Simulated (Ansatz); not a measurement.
**Silicon, fcc: r²SCAN0 after r²SCAN**

Aim: see what exact exchange does to the levels, and what it costs. Spin polarisation is left out. The geometry was relaxed under r²SCAN beforehand and is kept. Exact exchange is dear, so the k-mesh is coarse, and r²SCAN is run on the same mesh for comparison.

Method: DFT, plane waves (500 eV) with PBE-made PAW files, scalar-relativistic; functionals as named at each step, in Ansatz 0.2.0.

### 1 The starting structure

It takes space group Fm-3m (No. 225, cubic). The conventional cell has a = 3.801 Å, b = 3.801 Å, c = 3.801 Å, α = 90.00°, β = 90.00°, γ = 90.00°. Around Si (site symmetry m-3m) lie 12 Si at 2.69 Å.

As a file:

```cif
data_structure
_symmetry_space_group_name_H-M 'P 1'
_symmetry_Int_Tables_number 1
_cell_length_a 2.6877
_cell_length_b 2.6877
_cell_length_c 2.6877
_cell_angle_alpha 60.000
_cell_angle_beta 60.000
_cell_angle_gamma 60.000
_cell_volume 13.73
loop_
_atom_site_label
_atom_site_type_symbol
_atom_site_fract_x
_atom_site_fract_y
_atom_site_fract_z
_atom_site_occupancy
Si1 Si 0.00000 0.00000 0.00000 1
```

### 2 r²SCAN on the coarse mesh

The run with r²SCAN.

input.yaml

```yaml
crystal:
  lattice:
    - [0.0, 1.9005188511, 1.9005188511]
    - [1.9005188511, 0.0, 1.9005188511]
    - [1.9005188511, 1.9005188511, 0.0]
  atoms:
    - { symbol: Si, position: [0.0, 0.0, 0.0] }
hamiltonian:
  xc: r2scan
  pseudopotentials:
    kind: paw
    azcp:
      Si: "pseudopotentials/Si.paw.azcp"
basis:
  ecutwfc: 500
  fft_grid_basis: typed
kpoints:
  mp_grid: { grid: [7, 7, 7], shift: [0, 0, 0] }
magnetization:
  spin_polarized: false
scf:
  occupations: { method: fermi_dirac, width: 0.1 }
```

Started as:

```bash
$ ansatz run input.yaml --threads 4 --pin off --max-ram 8192MiB --backend cpu --events-out ev --progress --plain --runs-dir out
```

### 3 r²SCAN0, coarse mesh

The run with r²SCAN0.

input.yaml: that of step 2 with these lines changed.

```diff
@@ -8,3 +8,3 @@
 hamiltonian:
-  xc: r2scan
+  xc: r2scan0
   pseudopotentials:
```

(Steps that only read results are left out.)

**Question.** What will these runs give? Wanted: r²SCAN: gap; r²SCAN0: gap; r²SCAN0: relative to diamond.

The runs gave:

| quantity | value |
| --- | --- |
| r²SCAN: gap | none (levels filled in part) |
| r²SCAN0: gap | none (levels filled in part) |
| r²SCAN0: SCF cycles, exchange loops | 15, 2 |
| r²SCAN0: CPU time over that of r²SCAN | 10 |
| r²SCAN0: relative to diamond | +791 meV/atom |

**Reading.** Neither r²SCAN nor r²SCAN0 shows a clean gap on this mesh. r²SCAN0 cost 10 times the CPU time of r²SCAN. The exchange operator of r²SCAN0 was renewed in 2 outer loops. The dense-mesh value adds -14.5 meV/atom, the change that r²SCAN shows between the coarse mesh and its own dense run (not shown). Under r²SCAN0 it lies 791 meV/atom above diamond (computed apart in the same way); on such meshes a few tens of meV are uncertain for metals. Absolute energies differ from functional to functional, by eV per atom at times, and say nothing by themselves.
